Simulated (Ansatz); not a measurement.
# Random displacements in TaSi₂

Theory: DFT PBEsol, scalar-relativistic, plane waves, PAW in Ansatz 0.2.0. The runs took a 420 eV cutoff, a Γ-centred 12×12×6 mesh and Gaussian smearing (0.15 eV). Spin–orbit coupling is left out, which can shift energies with elements as heavy as these. No spin polarisation. Energies are free energies at this smearing, counted from the undisturbed cell; pressure is positive in compression.

The undisturbed cell (relaxed at this level; it needn't be the usual structure):

```
Ta Si
1.0
     4.76086    0.00000    0.00000
    -2.38043    4.12303    0.00000
     0.00000    0.00000    6.55578
Ta Si
3 6
Direct
  0.50000 0.00000 0.50000
  0.50000 0.50000 0.83333
  0.00000 0.50000 0.16667
  0.15927 0.31854 0.50000
  0.84073 0.15927 0.83333
  0.68146 0.84073 0.16667
  0.84073 0.68146 0.50000
  0.15927 0.84073 0.83333
  0.31854 0.15927 0.16667
```

The atoms are displaced (Å, in the unstrained cell):

```tsv
atom	ux	uy	uz
Ta1	-0.097	-0.030	-0.246
Ta2	-0.629	-0.123	0.168
Ta3	0.410	0.234	0.023
Si4	0.100	-0.017	0.259
Si5	0.003	0.123	0.126
Si6	0.186	0.017	-0.042
Si7	-0.079	-0.307	0.268
Si8	0.187	-0.023	0.110
Si9	-0.080	0.126	-0.665
```

The cell is not strained.

(1) What are the energy change, the stress and the forces?

Results:

(1) ΔE = 1657.6 meV/atom; stress (xx, yy, zz, yz, xz, xy; compression positive) (36.93, 38.77, 49.60, -8.51, 7.23, -2.55) GPa.
```
atom Fx (eV/Å) Fy Fz
 Ta1       1.03   -0.22    2.32
 Ta2      11.11   15.95  -13.89
 Ta3      -5.78   -1.22    4.81
 Si4      -2.09   -1.33   -5.43
 Si5      -8.37   -5.88   -1.34
 Si6       0.69    0.23    1.08
 Si7       0.41    1.64   -1.00
 Si8      -3.43    1.12   -5.55
 Si9       6.41  -10.30   18.99
```

Cost: 1 run of about 1.6 core-minutes, on Intel Xeon 6975P-C (Granite Rapids) (shared hosts).